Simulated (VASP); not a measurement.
Wanted: the native input for a VASP 6.6.1 run.

```yaml
Task: Born charges and dielectric tensor
Functional: LDA
Potentials_or_basis: VASP PAW LDA potentials, release 64 (Cd, Se)
Cutoff: 600 eV
k_mesh: 9 × 9 × 6
Occupations: gaussian, width 0.02 eV
Spin: no spin polarisation
Further_INCAR_settings: ALGO = Normal; EDIFF = 1e-08; IBRION = 8; NSW = 1
```

The structure of CdSe lies in POSCAR:

```
CdSe
1.0
    4.2589500000      0.0000000000      0.0000000000
   -2.1294800000      3.6883600000      0.0000000000
    0.0000000000      0.0000000000      6.9561800000
Cd Se
2 2
Direct
    0.6666700000      0.3333300000      0.5001800000
    0.3333300000      0.6666700000      0.0001800000
    0.6666700000      0.3333300000      0.8756800000
    0.3333300000      0.6666700000      0.3756800000
```

The cell is a database's computed one.

One way to write it, as run:

INCAR

```
SYSTEM = CdSe
PREC = Accurate ; ENCUT = 600
EDIFF = 1E-8 ; ISMEAR = 0
SIGMA = 0.02 ; LREAL = .FALSE.
LASPH = .TRUE. ; NELM = 80
ALGO = Normal ; ISIF = 2
LWAVE = .FALSE. ; LCHARG = .FALSE.
LEPSILON = .TRUE. ; IBRION = 8
NSW = 1
```

KPOINTS

```
Automatic mesh
0
G
  9 9 6
  0 0 0
```

Potentials or basis: VASP PAW LDA potentials, release 64 (Cd, Se).

The run is started by

```sh
$ cat potpaw_LDA.64/Cd/POTCAR potpaw_LDA.64/Se/POTCAR > POTCAR
$ mpirun -np 1 vasp_std > vasp.out
```

It gave:

- Band gap on the k mesh: 0.48 eV, direct
- Electronic dielectric tensor (diagonal): 11.91, 11.91, 10.90
- Born charges (mean of the diagonal): Cd +2.22; Se -2.22 e
- Highest phonon frequency at Γ, LO-TO splitting left out: 192 cm⁻¹

Caveat: the gap is small at this level, which inflates the dielectric constant.

It took 54 min on 1 thread of AMD EPYC 9R45 96-Core Processor (Zen 5), on a shared host, peak memory 1.6 GiB.
